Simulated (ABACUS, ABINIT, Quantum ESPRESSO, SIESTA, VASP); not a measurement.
## One calculation of KMgF3, 5 ways

```
K Mg F
1.0
     3.98590    0.00000    0.00000
     0.00000    3.98590    0.00000
     0.00000    0.00000    3.98590
K Mg F
1 1 3
Direct
  0.50000 0.50000 0.50000
  0.00000 0.00000 0.00000
  0.00000 0.00000 0.50000
  0.00000 0.50000 0.00000
  0.50000 0.00000 0.00000
```

Alike in all runs: task single point; functional PBE; k mesh 7 × 7 × 7; occupations fermi-dirac, width 0.05 eV; no spin polarisation; no spin-orbit coupling. Pressure is positive in compression and, in plane waves, holds the error of the finite cutoff.

| program and potentials | plane-wave cutoff (eV) | notes | pressure (GPa) |
| --- | --- | --- | --- |
| SIESTA, files PseudoDojo sr-pbe-0.4.1-standard, DZP (energy shift 0.003 Ry; two zetas on semicore shells; d shell added on K) | - | atomic basis; 8 valence electrons an atom on average | 4.61 |
| ABINIT, JTH PAW PBE v2.0 | 626 | 8 valence electrons an atom on average | 3.81 |
| ABACUS, PseudoDojo NC SR 0.4.1 PBE standard, plane waves | 1143 | 8 valence electrons an atom on average | 3.59 |
| VASP, PBE PAW files F, K_sv, Mg, 520 eV | 520 | 6.4 valence electrons an atom on average | 3.37 |
| Quantum ESPRESSO, SSSP 1.3 efficiency PBE | 816 | 6.4 valence electrons an atom on average | 3.57 |

The pressure spans 3.37 (VASP, PBE PAW files F, K_sv, Mg, 520 eV) to 4.61 GPa (SIESTA, files PseudoDojo sr-pbe-0.4.1-standard, DZP (energy shift 0.003 Ry; two zetas on semicore shells; d shell added on K)). Rows in atomic bases carry the error of their basis and grid, which can be large.

The functional is the same throughout but for its coding, so the spread measures potentials, basis and numerics; runs on potential files found faulty are left out.
